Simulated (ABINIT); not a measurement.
Runs of ABINIT 10.8.3 (patched build) on Sr. Symmetry: Fm-3m, No. 225, cubic system. Conventional cell: a = 6.085 Å, b = 6.085 Å, c = 6.085 Å, α = 90.00°, β = 90.00°, γ = 90.00°. Sr (site symmetry m-3m) is surrounded by 12 Sr at 4.30 Å. 

```csv
task,level,potentials or basis,k mesh,smearing,bands in the sums,broadening (eV),scissor shift (eV),tensor components,stop of the response cycle (tolvrs),pressure (GPa)
optical spectrum,PBE,PseudoDojo NC SR PBE v0.4 stringent,"8 × 8 × 8, with 4 shifts",cold (ABINIT) 0.136 eV,13,0.05,0,[11],-,-0.6
phonons at a zone-boundary q,PBEsol,PseudoDojo NC SR PBEsol v0.4.1 standard,8 × 8 × 8,fermi-dirac 0.1 eV,-,-,-,-,1e-10,-1.1
single point,PBE,PseudoDojo NC SR PBE v0.4 stringent,6 × 6 × 6,fermi-dirac 0.05 eV,-,-,-,-,-,(a)
single point,PBEsol,PseudoDojo NC SR PBEsol v0.4.1 standard,6 × 6 × 6,fermi-dirac 0.05 eV,-,-,-,-,-,-1.1
```

Alike in all rows: no spin polarisation; cell as given; cutoff (eV) 762.

Problem. Estimate the missing entries.

Solution. (a) -0.5.

Caveats: the cutoff is short for stress, so the pressure is rough (some runs); the intraband (Drude) term is left out (some runs); spectra need much finer meshes, so this one isn't converged (some runs); independent-particle spectra lack excitons (some runs).
